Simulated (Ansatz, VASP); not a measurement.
# Two plane-wave programs on HPb4

```
H Pb
1.0
     3.48575    0.00000    0.00000
    -1.74288    3.01875    0.00000
     0.00000    0.00000   11.20837
H Pb
1 4
Cartesian
  0.0000 0.0000 0.0000
  0.0000 2.0125 9.7048
  0.0000 2.0125 4.2233
  1.7429 1.0062 1.5035
  1.7429 1.0062 6.9851
```

Change from the starting cell: species swapped into the Co4H type (P-3m1, No. 164).

Alike in both runs: task single point; functional PBE; k mesh 6 × 6 × 2; occupations gaussian, width 0.1 eV; no spin polarisation.

```csv
,VASP,Ansatz
version,VASP 6.6.1,Ansatz 0.2.0
potentials or method,"VASP PAW PBE potentials, release 64 (H, Pb_d)","scalar-relativistic, plane waves, PAW"
plane-wave cutoff (eV),520,420
valence electrons in the cell,57,57
```

```tsv
	VASP	Ansatz	Ansatz less VASP
gap on the k mesh at the Fermi level (eV)	none	none	-
pressure (GPa)	5.9	5.9	+0.09
rms of the force components (eV/Å)	0.156	0.156	+0.0005
```

Atom by atom the forces differ by 0.000 eV/Å (rms over components). A gap of «none» marks a metal or a gap that the smearing closes.

The runs have no spin-orbit coupling, so splittings on Pb are missing.
